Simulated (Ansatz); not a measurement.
Reactions of `CC(Cl)C=O`.

Gas-phase electronic energies from Ansatz, PBE0-D4/def2-TZVP geometries. CCSD(T)/CBS adds triple-zeta CCSD(T) − MP2 to the extrapolated MP2 energy (def2 sets, frozen cores). This one scheme is used for every species. DFT in def2-TZVPP. B3LYP here is the variant with VWN-RPA as its local correlation; programs differ in this. Triplets are unrestricted, without spin–orbit coupling. def2 core potentials past Kr. For Ga, Ge, I, Se outer-core shells are correlated without core-valence functions, which leaves a few kJ/mol of doubt a bond. Scalar relativity is left out up to krypton. Each species was taken in one conformer, which may not be the lowest.

```csv
reaction,CCSD(T)/CBS(def2) (kJ/mol)
`CC(Cl)C=O` + H₂ → `CCC=O` + HCl,-76
`CC(Cl)C=O` + `[OH][AlH][SiH3]` → `O=[CH][Al]([OH])[SiH3]` + `CCCl`,7
`CC(Cl)C=O` + HI → `CC(Cl)I` + `C=O`,41
`CC(Cl)C=O` + `F[Si](F)(F)[SeH]` → `C[Se][Si](F)(F)F` + `O=CCCl`,19
`CC(Cl)C=O` + `CB(C)O` → `CB(C)OC=O` + `CCCl`,?
`CC(Cl)C=O` + H–F → `CC(F)Cl` + `C=O`,66
`CC(Cl)C=O` → `O=CCCl` + `[CH2]` (triplet),451
`CC(Cl)C=O` + `[F][GeH2][GaH2]` → `[CH3][GaH][GeH2][F]` + `O=CCCl`,?
`CC(Cl)C=O` → `ClCC1CO1`,96
`CC(Cl)C=O` → `OC/C=C/Cl`,?
```

Q: Fill in the missing values. (An estimate is asked.)

A: Ansatz gave: `CC(Cl)C=O` + `CB(C)O` → `CB(C)OC=O` + `CCCl`: -10.6 kJ/mol; `CC(Cl)C=O` + `[F][GeH2][GaH2]` → `[CH3][GaH][GeH2][F]` + `O=CCCl`: -26.1 kJ/mol; `CC(Cl)C=O` → `OC/C=C/Cl`: +54.8 kJ/mol.

Largest T1 diagnostic: 0.016, for `O=[CH][Al]([OH])[SiH3]`.
